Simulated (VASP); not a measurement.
**SiC: X-ray absorption with a core hole**

Wanted: the near-edge structure of SiC. The cell has space group P6_3mc, a computed entry that need not be the common form of this compound. The start is a computed cell from the Materials Project.

Main program and level: VASP 6.6.1; PBE; plane waves and PAW (Si, C), in the first sound run; inputs show where later runs differ.

## (1) The host crystal

It takes space group P6_3mc (No. 186, hexagonal). The conventional cell has a = 3.076 Å, b = 3.076 Å, c = 10.071 Å, α = 90.00°, β = 90.00°, γ = 120.00°. Nearest to Si lie 4 C at 1.88 to 1.89 Å. Nearest to C lie 4 Si at 1.88 to 1.89 Å. Nearest to C lie 4 Si at 1.88 to 1.89 Å. Farther neighbours are not listed.

Structure file:

```cif
data_structure
_symmetry_space_group_name_H-M 'P6_3mc'
_symmetry_Int_Tables_number 186
_cell_length_a 3.0757
_cell_length_b 3.0757
_cell_length_c 10.0706
_cell_angle_alpha 90.000
_cell_angle_beta 90.000
_cell_angle_gamma 120.000
_cell_volume 82.50
loop_
_atom_site_label
_atom_site_type_symbol
_atom_site_symmetry_multiplicity
_atom_site_Wyckoff_symbol
_atom_site_fract_x
_atom_site_fract_y
_atom_site_fract_z
_atom_site_occupancy
Si1 Si 2 a 0.00000 0.00000 0.18789 1
Si2 Si 2 b 0.33333 0.66667 0.43784 1
C1 C 2 a 0.00000 0.00000 0.00046 1
C2 C 2 b 0.33333 0.66667 0.24980 1
```

## (2) Relaxation

The atoms are relaxed first inside the given cell, which is kept (ISIF = 2), since core levels depend on the positions.

INCAR reads:

```
SYSTEM = SiC
PREC = Accurate
ENCUT = 520
EDIFF = 1E-06
NELM = 100
ISMEAR = 0
SIGMA = 0.05
LREAL = .FALSE.
ALGO = Normal
GGA = PE
NBANDS = 24
LWAVE = .FALSE.
LCHARG = .FALSE.
KPAR = 8
IBRION = 2
NSW = 60
ISIF = 2
EDIFFG = -0.01
```

POSCAR reads:

```
SiC
1.0
    3.0756941497      0.0000000000      0.0000000000
   -1.5378470748      2.6636292679      0.0000000000
    0.0000000000      0.0000000000     10.0706464800
Si C
4 4
Direct
    0.0000000000      0.0000000000      0.1878943800
    0.0000000000      0.0000000000      0.6878943800
    0.3333333333      0.6666666667      0.4378419800
    0.6666666667      0.3333333333      0.9378419800
    0.0000000000      0.0000000000      0.0004600500
    0.0000000000      0.0000000000      0.5004600500
    0.3333333333      0.6666666667      0.2498025900
    0.6666666667      0.3333333333      0.7498025900
```

KPOINTS reads:

```
Automatic mesh
0
Gamma
8 8 2
0 0 0
```

PAW data sets: Si and C (PBE family, release 64).

Started as:

```console
> mpirun -np 8 vasp_std
```

Output:

```text
[banner, memory and clock lines left out]
running    8 mpi-ranks, on    1 nodes
 distrk:  each k-point on    1 cores,    8 groups
 distr:  one band on    1 cores,    1 groups

 POSCAR found type information on POSCAR SiC
 POSCAR found :  2 types and       8 ions
|                                                                             |
|           W    W    AA    RRRRR   N    N  II  N    N   GGGG   !!!           |
|           W    W   A  A   R    R  NN   N  II  NN   N  G    G  !!!           |
|           W    W  A    A  R    R  N N  N  II  N N  N  G       !!!           |
|           W WW W  AAAAAA  RRRRR   N  N N  II  N  N N  G  GGG   !            |
|           WW  WW  A    A  R   R   N   NN  II  N   NN  G    G                |
|           W    W  A    A  R    R  N    N  II  N    N   GGGG   !!!           |
|                                                                             |
|     For optimal performance we recommend to set                             |
|       NCORE = 2 up to number-of-cores-per-socket                            |
|     NCORE specifies how many cores store one orbital (NPAR=cpu/NCORE).      |
|     This setting can greatly improve the performance of VASP for DFT.       |
|     The default, NCORE=1 might be grossly inefficient on modern             |
|     multi-core architectures or massively parallel machines. Do your        |
|     Unfortunately you need to use the default for GW and RPA                |
|     calculations (for HF NCORE is supported but not extensively tested      |
|     yet).                                                                   |
|                                                                             |

 LDA part: xc-table for (Slater+PW92), standard interpolation
 POSCAR, INCAR and KPOINTS ok, starting setup
 FFT: planning ... GRIDC
 FFT: planning ... GRID_SOFT
 FFT: planning ... GRID
 WAVECAR not read
 entering main loop
       N       E                     dE             d eps       ncg     rms          rms(c)
DAV:   1     0.762476079918E+02    0.76248E+02   -0.14639E+04   960   0.121E+03
DAV:   2    -0.610339750900E+02   -0.13728E+03   -0.12921E+03  1368   0.198E+02
DAV:   3    -0.676020289111E+02   -0.65681E+01   -0.65350E+01  1280   0.419E+01
DAV:   4    -0.676843103258E+02   -0.82281E-01   -0.82217E-01  1240   0.561E+00
DAV:   5    -0.676858782499E+02   -0.15679E-02   -0.15677E-02  1264   0.725E-01    0.177E+01
DAV:   6    -0.604370173942E+02    0.72489E+01   -0.21330E+01  1208   0.209E+01    0.794E+00
DAV:   7    -0.602606980444E+02    0.17632E+00   -0.20405E+00  1336   0.667E+00    0.341E+00
DAV:   8    -0.602301767457E+02    0.30521E-01   -0.11516E-01  1168   0.171E+00    0.981E-01
DAV:   9    -0.602277386559E+02    0.24381E-02   -0.16477E-02  1232   0.724E-01    0.163E-01
DAV:  10    -0.602282288712E+02   -0.49022E-03   -0.13932E-03  1216   0.195E-01    0.776E-02
DAV:  11    -0.602283051485E+02   -0.76277E-04   -0.20002E-04  1216   0.914E-02    0.161E-02
DAV:  12    -0.602283073187E+02   -0.21702E-05   -0.83759E-06  1216   0.166E-02    0.576E-03
DAV:  13    -0.602283082493E+02   -0.93058E-06   -0.53055E-07   880   0.436E-03
   1 F= -.60228308E+02 E0= -.60228308E+02  d E =-.602283E+02
 curvature:   0.00 expect dE= 0.000E+00 dE for cont linesearch  0.000E+00
 trial: gam= 0.00000 g(F)=  0.289E-05 g(S)=  0.000E+00 ort = 0.000E+00 (trialstep = 0.100E+01)
 search vector abs. value=  0.289E-05
 reached required accuracy - stopping structural energy minimisation
```

The job ended after 4.2 s (8 MPI ranks of AMD EPYC 9R45, shared host; peak memory 1.6 GiB; 29 s of CPU time).

Lines that name or quote the potential files are left out of all logs, and their timing lines are given in words.

From OUTCAR (step 2):

```text
ion  position               nearest neighbor table
   1  0.000  0.000  0.188-   7 1.88   7 1.88   7 1.88   5 1.89   3 3.08   3 3.08   3 3.08   4 3.08
                             4 3.08   4 3.08
   2  0.000  0.000  0.688-   8 1.88   8 1.88   8 1.88   6 1.89   4 3.08   4 3.08   4 3.08   3 3.08
                             3 3.08   3 3.08
   3  0.333  0.667  0.438-   6 1.88   6 1.88   6 1.88   7 1.89   1 3.08   1 3.08   1 3.08   2 3.08
                             2 3.08   2 3.08
   4  0.667  0.333  0.938-   5 1.88   5 1.88   5 1.88   8 1.89   2 3.08   2 3.08   2 3.08   1 3.08
                             1 3.08   1 3.08
   5  0.000  0.000  0.000-   4 1.88   4 1.88   4 1.88   1 1.89
   6  0.000  0.000  0.500-   3 1.88   3 1.88   3 1.88   2 1.89
   7  0.333  0.667  0.250-   1 1.88   1 1.88   1 1.88   3 1.89
   8  0.667  0.333  0.750-   2 1.88   2 1.88   2 1.88   4 1.89

  LATTYP: Found a hexagonal cell.
 ALAT       =     3.0756941497
 C/A-ratio  =     3.2742678530

 Subroutine GETGRP returns: Found 12 space group operations
 (whereof  6 operations were pure point group operations)

The static configuration has the point symmetry C_3v.
 The point group associated with its full space group is C_6v.

 Found     20 irreducible k-points:

   k-points           NKPTS =     20   k-points in BZ     NKDIM =     20   number of bands    NBANDS=     24

   dimension x,y,z NGX =    24 NGY =   24 NGZ =   80
   dimension x,y,z NGXF=    48 NGYF=   48 NGZF=  160

   ENCUT  =  520.0 eV  38.22 Ry    6.18 a.u.   5.72  5.72 18.72*2*pi/ulx,y,z

   NELECT =      32.0000    total number of electrons

 k-points in reciprocal lattice and weights: Automatic mesh
   0.00000000  0.00000000  0.00000000       0.008
   0.12500000  0.00000000  0.00000000       0.047
   0.25000000  0.00000000  0.00000000       0.047
   0.37500000  0.00000000  0.00000000       0.047
   0.50000000  0.00000000  0.00000000       0.023
   0.12500000  0.12500000  0.00000000       0.047
   0.25000000  0.12500000  0.00000000       0.094
   0.37500000  0.12500000  0.00000000       0.094
   0.25000000  0.25000000  0.00000000       0.047
[...]
0.25000000  0.25000000  0.50000000       0.047
   0.37500000  0.25000000  0.50000000       0.047

 average (electrostatic) potential at core
       1 -80.3113       2 -80.3113       3 -80.3551       4 -80.3551       5 -44.7665
       6 -44.7665       7 -44.7045       8 -44.7045

 E-fermi :   8.5011

 k-point     1 :       0.0000    0.0000    0.0000
  band No.  band energies     occupation
    ...
     12       7.6285      2.00000
     13       7.6285      2.00000
     14       8.1580      2.00000
     15       8.2116      2.00000
     16       8.2116      2.00000
     17      13.3274      0.00000
     18      13.9066      0.00000
     19      14.5325      0.00000
     20      14.5511      0.00000
     21      15.2022      0.00000
    ...

 k-point     2 :       0.1250    0.0000    0.0000
  band No.  band energies     occupation
    ...
     12       7.1878      2.00000
     13       7.2671      2.00000
     14       7.2687      2.00000
     15       7.9747      2.00000
     16       8.0822      2.00000
     17      13.4786      0.00000
     18      14.1430      0.00000
     19      14.2370      0.00000
     20      14.9151      0.00000
     21      15.1669      0.00000
    ...

 k-point     3 :       0.2500    0.0000    0.0000
  band No.  band energies     occupation
    ...
     12       5.7630      2.00000
     13       6.5462      2.00000
     14       6.5862      2.00000
     15       7.3777      2.00000
     16       7.6645      2.00000
     17      12.0038      0.00000
     18      12.5123      0.00000
     19      13.2946      0.00000
     20      14.3456      0.00000
     21      14.9413      0.00000
    ...

  Total        2.0133963      2.0133963      1.9443753      0.0000000      0.0000000      0.0000000
  in kB       39.0989940     39.0989940     37.7586461      0.0000000      0.0000000      0.0000000
  external PRESSURE =      38.6522114 kB  Pullay stress =       0.0000000 kB

  energy-cutoff  :      520.00
  volume of cell :       82.50
      direct lattice vectors                 reciprocal lattice vectors
     3.075694150  0.000000000  0.000000000     0.325129857  0.187713811  0.000000000
    -1.537847075  2.663629268  0.000000000     0.000000000  0.375427621  0.000000000
     0.000000000  0.000000000 10.070646480     0.000000000  0.000000000  0.099298491

 POSITION                                       TOTAL-FORCE (eV/Angst)
 -----------------------------------------------------------------------------------
      0.00000      0.00000      1.89222        -0.000000     -0.000000      0.001226
      0.00000      0.00000      6.92754        -0.000000      0.000000      0.001226
     -0.00000      1.77575      4.40935         0.000000      0.000000     -0.002730
      1.53785      0.88788      9.44468        -0.000000     -0.000000     -0.002730
      0.00000      0.00000      0.00463         0.000000      0.000000     -0.002398
      0.00000      0.00000      5.03996         0.000000      0.000000     -0.002398
     -0.00000      1.77575      2.51567         0.000000     -0.000000      0.003903
      1.53785      0.88788      7.55100        -0.000000     -0.000000      0.003903
 -----------------------------------------------------------------------------------
    total drift:                               -0.000000     -0.000000      0.000098

  FREE ENERGIE OF THE ION-ELECTRON SYSTEM (eV)
  ---------------------------------------------------
  free  energy   TOTEN  =       -60.2283082493 eV

  energy  without entropy=      -60.2283082493  energy(sigma->0) =      -60.22830825

 reached required accuracy - stopping structural energy minimisation

[... 3 further parts left out ...]
```

The run keeps the 12 symmetry operations of its start, so it cannot find a distortion of lower symmetry.

No atom moved by 0.005 Å in the relaxation.

Numbers from this step:

```yaml
free_energy_toten: -60.2283 eV
fermi_energy: 8.501 eV
pressure: 3.865 GPa
```

At PBE, with these data sets, the largest force is down to 0.0039 eV/Å.

[end of part 1 of 5]

[Lines on the potential files, build, host, timing and source positions are cut from VASP's logs without a mark.]

[Logs are printed without paths, hosts, clocks, repeated set-up lines and the standing remarks that a program may print on its own settings, such as how far it seeks lower states.]

[Hosts, paths, dates, database ids (printed as entryN), source tags and the programs' standing remarks are cut or masked in the printed files.]
